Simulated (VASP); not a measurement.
# MgF2 (P4_2/mnm) in VASP: notebook

Aim: see how the results for MgF2 move with the level of theory and the settings. Levels: PBEsol, LDA. Tasks: relaxation of cell and atoms.

Program: VASP 6.6.1. These are calculated values, not measurements. Logs are shortened: lines on timing, memory, paths and dates and some standing lists are left out, and cuts for length are marked.

### Step 1. Starting point

It takes space group P4_2/mnm (No. 136, tetragonal). Conventional cell: a = 4.615 Å, b = 4.615 Å, c = 3.048 Å, α = 90.00°, β = 90.00°, γ = 90.00°. Mg (site symmetry mmm) is surrounded by 6 F at 1.98 to 1.99 Å. F (site symmetry m2m) is surrounded by 3 Mg at 1.98 to 1.99 Å.

The cell comes from a database or a generator and needn't be the stable form of this composition.

### Step 2. Relaxation of cell and atoms, PBEsol

INCAR reads:

```
  PREC = Accurate
  ENCUT = 600
  EDIFF = 1E-7
  ISMEAR = 0
  SIGMA = 0.02
  LREAL = F
  LASPH = T
  NELM = 80
  ALGO = Normal
  ISIF = 3
  LWAVE = F
  LCHARG = F
  GGA = PS
  IBRION = 2
  NSW = 90
  EDIFFG = -0.005
```

KPOINTS reads:

```
Automatic mesh
0
Gamma
  6 6 8
```

POSCAR reads:

```
MgF2
1.0
    4.6151966100      0.0000000000      0.0000000000
    0.0000000000      4.6151966100      0.0000000000
    0.0000000000      0.0000000000      3.0477835100
Mg F
2 4
Direct
    0.5000000000      0.5000000000      0.5000000000
    0.0000000000      0.0000000000      0.0000000000
    0.6970798600      0.6970798600      0.0000000000
    0.8029201400      0.1970798600      0.5000000000
    0.3029201400      0.3029201400      0.0000000000
    0.1970798600      0.8029201400      0.5000000000
```

Potentials or basis: VASP PAW PBE potentials, release 64 (Mg, F).

Launch:

```sh
> cat potpaw_PBE.64/Mg/POTCAR potpaw_PBE.64/F/POTCAR > POTCAR
> mpirun -np 1 vasp_std > vasp.out
```

OUTCAR:

```text
PREC = Accurate
   ENCUT = 600
   EDIFF = 1E-7
   ISMEAR = 0
   LREAL = F
   LASPH = T
   NELM = 80
   ISIF = 3
   GGA = PS
   IBRION = 2
   NSW = 90
   EDIFFG = -0.005

 ion  position               nearest neighbor table
   1  0.500  0.500  0.500-   4 1.98   6 1.98   5 1.99   3 1.99   3 1.99   5 1.99   2 3.60   2 3.60
                             2 3.60   2 3.60   2 3.60   2 3.60   2 3.60   2 3.60
   2  0.000  0.000  0.000-   3 1.98   5 1.98   4 1.99   6 1.99   4 1.99   6 1.99   1 3.60   1 3.60
                             1 3.60   1 3.60   1 3.60   1 3.60   1 3.60   1 3.60
   3  0.697  0.697  0.000-   2 1.98   1 1.99   1 1.99
   4  0.803  0.197  0.500-   1 1.98   2 1.99   2 1.99
   5  0.303  0.303  0.000-   2 1.98   1 1.99   1 1.99
   6  0.197  0.803  0.500-   1 1.98   2 1.99   2 1.99

  LATTYP: Found a simple tetragonal cell.
 ALAT       =     4.6151966100
 C/A-ratio  =     0.6603799941

  Lattice vectors:

 A1 = (   4.6151966100,   0.0000000000,   0.0000000000)
 A2 = (   0.0000000000,   4.6151966100,   0.0000000000)
 A3 = (   0.0000000000,   0.0000000000,   3.0477835100)

Analysis of symmetry for initial positions (statically):
=====================================================================
 Subroutine PRICEL returns:
 Original cell was already a primitive cell.

 Routine SETGRP: Setting up the symmetry group for a
 simple tetragonal supercell.

 Subroutine GETGRP returns: Found 16 space group operations
 (whereof  8 operations were pure point group operations)
 out of a pool of 16 trial point group operations.

The static configuration has the point symmetry D_2h.
 The point group associated with its full space group is D_4h.

Analysis of symmetry for dynamics (positions and initial velocities):
=====================================================================
 Subroutine PRICEL returns:
 Original cell was already a primitive cell.

 Routine SETGRP: Setting up the symmetry group for a
 simple tetragonal supercell.

 Subroutine GETGRP returns: Found 16 space group operations
 (whereof  8 operations were pure point group operations)
 out of a pool of 16 trial point group operations.

The dynamic configuration has the point symmetry D_2h.
 The point group associated with its full space group is D_4h.

 Subroutine INISYM returns: Found 16 space group operations
 (whereof  8 operations are pure point group operations),
 and found     1 'primitive' translations

----------------------------------------------------------------------------------------

                                     Primitive cell

  volume of cell :      64.9179

  direct lattice vectors                    reciprocal lattice vectors
     4.615196610  0.000000000  0.000000000     0.216675493  0.000000000  0.000000000
     0.000000000  4.615196610  0.000000000     0.000000000  0.216675493  0.000000000
     0.000000000  0.000000000  3.047783510     0.000000000  0.000000000  0.328107294

  length of vectors
     4.615196610  4.615196610  3.047783510     0.216675493  0.216675493  0.328107294

  position of ions in fractional coordinates (direct lattice)
     0.500000000  0.500000000  0.500000000
     0.000000000  0.000000000  0.000000000
     0.697079860  0.697079860  0.000000000
     0.802920140  0.197079860  0.500000000
     0.302920140  0.302920140  0.000000000
     0.197079860  0.802920140  0.500000000

  ion indices of the primitive-cell ions
   primitive index   ion index
                 1           1
                 2           2
                 3           3
                 4           4
                 5           5
                 6           6

----------------------------------------------------------------------------------------

 KPOINTS: Automatic mesh

Automatic generation of k-mesh.
 Grid dimensions read from file:
 generate k-points for:    6    6    8

 Generating k-lattice:

  Cartesian coordinates                     Fractional coordinates (reciprocal lattice)
     0.036112582  0.000000000  0.000000000     0.166666667  0.000000000  0.000000000
     0.000000000  0.036112582  0.000000000     0.000000000  0.166666667  0.000000000
     0.000000000  0.000000000  0.041013412     0.000000000  0.000000000  0.125000000

  Length of vectors
     0.036112582  0.036112582  0.041013412

  Shift w.r.t. Gamma in fractional coordinates (k-lattice)
     0.000000000  0.000000000  0.000000000

 Subroutine IBZKPT returns following result:
 ===========================================

 Found     50 irreducible k-points:

 Following reciprocal coordinates:
            Coordinates               Weight
  0.000000  0.000000  0.000000      1.000000
  0.166667  0.000000  0.000000      4.000000
  0.333333  0.000000  0.000000      4.000000
  0.500000  0.000000  0.000000      2.000000
  0.166667  0.166667  0.000000      4.000000
  0.333333  0.166667  0.000000      8.000000
[... 16 lines left out ...]
  0.333333  0.000000  0.250000      8.000000
  0.500000  0.000000  0.250000      4.000000
 [... further k-points ...]
   k-points           NKPTS =     50   k-points in BZ     NKDIM =     50   number of bands    NBANDS=     20
   number of dos      NEDOS =    301   number of ions     NIONS =      6
   total plane-waves  NPLWV =  38400
   dimension x,y,z NGX =    40 NGY =   40 NGZ =   24
   dimension x,y,z NGXF=    80 NGYF=   80 NGZF=   48
   ions per type =               2   4
   NGX,Y,Z   is equivalent  to a cutoff of  14.41, 14.41, 13.09 a.u.
   NGXF,Y,Z  is equivalent  to a cutoff of  28.82, 28.82, 26.18 a.u.
 SYSTEM =  unknown system
   PREC   = accura    normal or accurate (medium, high low for compatibility)
   ISTART =      0    job   : 0-new  1-cont  2-samecut
   ICHARG =      2    charge: 1-file 2-atom 10-const
   ISPIN  =      1    spin polarized calculation?
   LNONCOLLINEAR =      F non collinear calculations
   LSORBIT =      F    spin-orbit coupling
   LASPH  =      T    aspherical Exc in radial PAW
   ENCUT  =  600.0 eV  44.10 Ry    6.64 a.u.   9.22  9.22  6.09*2*pi/ulx,y,z
   NELM   =     80;   NELMIN=  2; NELMDL= -5     # of ELM steps
   EDIFF  = 0.1E-06   stopping-criterion for ELM
   LREAL  =      F    real-space projection
   EDIFFG = -.5E-02   stopping-criterion for IOM
   NSW    =     90    number of steps for IOM
   IBRION =      2    ionic relax: 0-MD 1-quasi-New 2-CG
   NFREE  =      1    steps in history (QN), initial steepest desc. (CG)
   ISIF   =      3    stress and relaxation
   ISYM   =      2    0-nonsym 1-usesym 2-fastsym
   POTIM  = 0.5000    time-step for ionic-motion
   TEBEG  =    0.0;   TEEND  =   0.0 temperature during run
   PSTRESS=    0.0 pullay stress
   NELECT =      32.0000    total number of electrons
   NUPDOWN=      -1.0000    fix difference up-down
   EMIN   =  10.00;   EMAX   =-10.00  energy-range for DOS
   EFERMI =   0.00;   METHOD = LEGACY
   ISMEAR =     0;   SIGMA  =   0.02  broadening in eV -4-tet -1-fermi 0-gaus
   EFERMI_NEDOS =   21; number of points for ismear=-14 and -15
   IALGO  =     38    algorithm
   IMIX   =      4    mixing-type and parameters
     AMIX     =   0.40;   BMIX     =  1.00
     AMIX_MAG =   1.60;   BMIX_MAG =  1.00
  volume/ion in A,a.u.               =      10.82        73.01
  Fermi-wavevector in a.u.,A,eV,Ry     =   1.293213  2.443818 22.754373  1.672399
  Thomas-Fermi vector in A             =   2.424872
   LORBIT       =      0    0 simple, 1 ext, 2 COOP (PROOUT), +10 PAW based schemes
   GGA     = PS    functional components
   LHFCALC =     F    Hartree Fock is set to
   AEXX    =    0.0000 exact exchange contribution
   IVDW    =     0    specifies the selected vdW correction
   LEPSILON=     F    determine dielectric tensor
   LRPA    =     F    only Hartree local field effects (RPA)
 conjugate gradient relaxation of ions
 non-spin polarized calculation
 Gauss-broadening in eV      SIGMA  =   0.02
  energy-cutoff  :      600.00
  volume of cell :       64.92
 maximum number of plane-waves:      2192
 NGX is ok and might be reduce to    40
   NGX = 19   NGY = 19   NGZ = 13

--------------------------------------- Ionic step        1  -------------------------------------------

 number of electron      32.0000022 magnetization

 Free energy of the ion-electron system (eV)
  ---------------------------------------------------
  ext. energy  EPLUGINS =         0.00000000
  ---------------------------------------------------
  free energy    TOTEN  =       -32.60787442 eV

  energy without entropy =      -32.60787442  energy(sigma->0) =      -32.60787442

 E-fermi :  -1.0853     XC(G=0): -10.0191

 val. band max:       -1.2714132299   @ k =   0.0000   0.0000   0.0000
 cond. band min:       5.6906861824   @ k =   0.0000   0.0000   0.0000
 fundamental gap:      6.9620994123
 Fermi energy:        -1.0853231688

 k-point     1 :       0.0000    0.0000    0.0000
  band No.  band energies     occupation
      1     -21.9423      2.00000
      2     -21.1082      2.00000
      3     -21.1082      2.00000
      4     -21.0122      2.00000
      5      -5.4251      2.00000
      6      -3.8365      2.00000
[... 12 lines left out ...]
     19      10.8065      0.00000
     20      12.2920      0.00000

 k-point     2 :       0.1667    0.0000    0.0000
  band No.  band energies     occupation
      1     -21.8961      2.00000
      2     -21.1988      2.00000
      3     -21.0952      2.00000
      4     -20.9875      2.00000
      5      -5.3204      2.00000
      6      -3.7969      2.00000
[... 662 lines left out ...]
 POSITION                                       TOTAL-FORCE (eV/Angst)
 -----------------------------------------------------------------------------------
      2.31183      2.31183      1.52674        -0.000000     -0.000000     -0.000000
      4.62366      0.00000      0.00000         0.000000     -0.000000     -0.000000
      3.22203      3.22203      0.00000        -0.004232     -0.004232     -0.000000
      3.71347      0.91019      1.52674         0.004232     -0.004232     -0.000000
      1.40164      1.40164      0.00000         0.004232      0.004232      0.000000
      0.91019      3.71347      1.52674        -0.004232      0.004232     -0.000000
 -----------------------------------------------------------------------------------
    total drift:                                0.000000      0.000000      0.000000

  FREE ENERGIE OF THE ION-ELECTRON SYSTEM (eV)
  ---------------------------------------------------
  free  energy   TOTEN  =       -32.6085362705 eV

  energy  without entropy=      -32.6085362705  energy(sigma->0) =      -32.60853627

--------------------------------------- Ionic step        5  -------------------------------------------

 number of electron      32.0000022 magnetization

 Free energy of the ion-electron system (eV)
  ---------------------------------------------------
  ext. energy  EPLUGINS =         0.00000000
  ---------------------------------------------------
  free energy    TOTEN  =       -32.60854216 eV

  energy without entropy =      -32.60854216  energy(sigma->0) =      -32.60854216

 E-fermi :  -1.1338     XC(G=0):  -9.9909

 val. band max:       -1.3059470247   @ k =   0.0000   0.0000   0.0000
 cond. band min:       5.6200333915   @ k =   0.0000   0.0000   0.0000
 fundamental gap:      6.9259804162
 Fermi energy:        -1.1337809657

 k-point     1 :       0.0000    0.0000    0.0000
  band No.  band energies     occupation
      1     -21.9558      2.00000
      2     -21.1306      2.00000
      3     -21.1306      2.00000
      4     -21.0390      2.00000
      5      -5.4361      2.00000
      6      -3.8448      2.00000
[... 12 lines left out ...]
     19      10.7380      0.00000
     20      12.2224      0.00000

 k-point     2 :       0.1667    0.0000    0.0000
  band No.  band energies     occupation
      1     -21.9102      2.00000
      2     -21.2211      2.00000
      3     -21.1179      2.00000
      4     -21.0134      2.00000
      5      -5.3323      2.00000
      6      -3.8074      2.00000
[... 533 lines left out ...]
 VOLUME and BASIS-vectors are now :
 -----------------------------------------------------------------------------
  energy-cutoff  :      600.00
  volume of cell :       65.28
      direct lattice vectors                 reciprocal lattice vectors
     4.623796252 -0.000000000  0.000000000     0.216272505  0.000000000  0.000000000
    -0.000000000  4.623796252  0.000000000     0.000000000  0.216272505  0.000000000
     0.000000000  0.000000000  3.053337528     0.000000000  0.000000000  0.327510467

 POSITION                                       TOTAL-FORCE (eV/Angst)
 -----------------------------------------------------------------------------------
      2.31190      2.31190      1.52667        -0.000000      0.000000      0.000000
     -0.00000      0.00000      0.00000         0.000000      0.000000      0.000000
      3.22177      3.22177      0.00000        -0.000139     -0.000139      0.000000
      3.71392      0.90987      1.52667         0.000139     -0.000139      0.000000
      1.40203      1.40203      3.05334         0.000139      0.000139      0.000000
      0.90987      3.71392      1.52667        -0.000139      0.000139      0.000000
 -----------------------------------------------------------------------------------
    total drift:                                0.000000     -0.000000      0.000000

  FREE ENERGIE OF THE ION-ELECTRON SYSTEM (eV)
  ---------------------------------------------------
  free  energy   TOTEN  =       -32.6085421591 eV

  energy  without entropy=      -32.6085421591  energy(sigma->0) =      -32.60854216

 reached required accuracy - stopping structural energy minimisation
```

Wall time 67 s (1 thread of Intel Xeon 6975P-C (Granite Rapids), shared host); peak memory 0.23 GiB.

What came out:

```
Free energy                            : -32.6085 eV
Relaxed volume                         : 10.88 Å³/atom
Relaxed cell                           : a = 4.624 Å, b = 4.624 Å, c = 3.053 Å, α = 90.00°, β = 90.00°, γ = 90.00°
Space group after relaxing (to 0.05 Å) : P4_2/mnm (No. 136)
Energy gained by relaxing              : 0.1 meV/atom
Ionic steps                            : 5
Pressure after relaxing                : 0.0 GPa
Band gap on the k mesh                 : 6.93 eV, direct
```

Step by step:
| step | energy change (eV) | largest force (eV/Å) | pressure (GPa) | volume (Å³) |
| --- | --- | --- | --- | --- |
| 1 | 0.0000 | 0.0147 | 0.55 | 64.92 |
| 2 | -0.0006 | 0.0146 | -0.01 | 65.27 |
| 3 | -0.0006 | 0.0146 | -0.02 | 65.28 |
| 4 | -0.0007 | 0.0060 | -0.01 | 65.28 |
| 5 | -0.0007 | 0.0002 | 0.00 | 65.28 |

Final structure:
```xyz
6
Lattice="4.6238 0.0000 0.0000 0.0000 4.6238 0.0000 0.0000 0.0000 3.0533" Properties=species:S:1:pos:R:3 pbc="T T T"
Mg    2.3119    2.3119    1.5267
Mg    0.0000    0.0000    0.0000
F     3.2218    3.2218    0.0000
F     3.7139    0.9099    1.5267
F     1.4020    1.4020    3.0533
F     0.9099    3.7139    1.5267
```

Caveat: the PAW data sets were made with another functional, which shifts forces and pressure a little. A k mesh can miss the band edges.

### Step 3. Relaxation of cell and atoms, LDA

Changes to INCAR since step 2:

```diff
@@ -12,3 +12,3 @@
   LCHARG = F
-  GGA = PS
+  GGA = CA
   IBRION = 2
```

KPOINTS is that of step 2.

POSCAR is that of step 2.

Potentials or basis: VASP PAW LDA potentials, release 64 (Mg, F).

Launch:

```sh
> cat potpaw_LDA.64/Mg/POTCAR potpaw_LDA.64/F/POTCAR > POTCAR
> mpirun -np 1 vasp_std > vasp.out
```

Run time: 86 s. Hardware: 1 thread of Intel Xeon 6975P-C (Granite Rapids), shared host; peak memory 0.21 GiB.

It converged, with:

```yaml
Free_energy: -35.1076 eV
Relaxed_volume: 10.23 Å³/atom
Relaxed_cell: a = 4.524 Å, b = 4.524 Å, c = 2.999 Å, α = 90.00°, β = 90.00°, γ = 90.00°
Space_group_after_relaxing_to_0.05_Å: P4_2/mnm (No. 136)
Energy_gained_by_relaxing: 11.5 meV/atom
Ionic_steps: 7
Pressure_after_relaxing: 0.0 GPa
Largest_force_after_relaxing: 0.003 eV/Å
Band_gap_on_the_k_mesh: 7.19 eV, direct
```

Forces in eV/Å, atoms in the order of the input:
```
Mg   0.000  0.000  0.000
Mg   0.000  0.000  0.000
F   -0.002 -0.002  0.000
F    0.002 -0.002  0.000
F    0.002  0.002  0.000
F   -0.002  0.002  0.000
```

The path:
```tsv
step	energy change (eV)	largest force (eV/Å)	pressure (GPa)	volume (Å³)
1	0.0000	0.0435	-5.95	64.92
2	-0.0674	0.0765	0.44	61.22
3	-0.0677	0.0679	-0.03	61.45
4	-0.0687	0.0167	0.00	61.39
5	-0.0688	0.0070	0.02	61.37
6	-0.0688	0.0054	0.02	61.37
7	-0.0688	0.0033	0.00	61.38
```

Final structure:
```yaml
crystal:
  lattice:
    - [4.52394, 0.00000, 0.00000]
    - [0.00000, 4.52394, 0.00000]
    - [0.00000, 0.00000, 2.99897]
  atoms:
    - { symbol: Mg, position: [0.50000, 0.50000, 0.50000] }
    - { symbol: Mg, position: [0.00000, 0.00000, 0.00000] }
    - { symbol: F, position: [0.69745, 0.69745, 0.00000] }
    - { symbol: F, position: [0.80255, 0.19745, 0.50000] }
    - { symbol: F, position: [0.30255, 0.30255, 0.00000] }
    - { symbol: F, position: [0.19745, 0.80255, 0.50000] }
```

Levels at points of the mesh, in eV from the valence-band top:
| k point | band 14 | band 15 | band 16 | band 17 | band 18 | band 19 |
| --- | --- | --- | --- | --- | --- | --- |
| (0.00, 0.00, 0.00) | -0.33 | -0.33 | 0.00 | 7.19 | 12.23 | 12.23 |
| (0.50, 0.00, 0.00) | -1.05 | -0.42 | -0.42 | 9.66 | 9.66 | 13.49 |
| (0.50, 0.50, 0.00) | -1.04 | -0.87 | -0.87 | 11.35 | 11.35 | 11.52 |
| (0.00, 0.00, 0.50) | -1.33 | -0.95 | -0.95 | 11.98 | 11.98 | 14.93 |
| (0.50, 0.00, 0.50) | -0.80 | -0.74 | -0.74 | 12.83 | 12.83 | 13.66 |
| (0.50, 0.50, 0.50) | -0.68 | -0.51 | -0.51 | 13.23 | 13.23 | 13.61 |

A k mesh can miss the band edges. A hybrid or GW would open this gap; LDA tends to underestimate it.
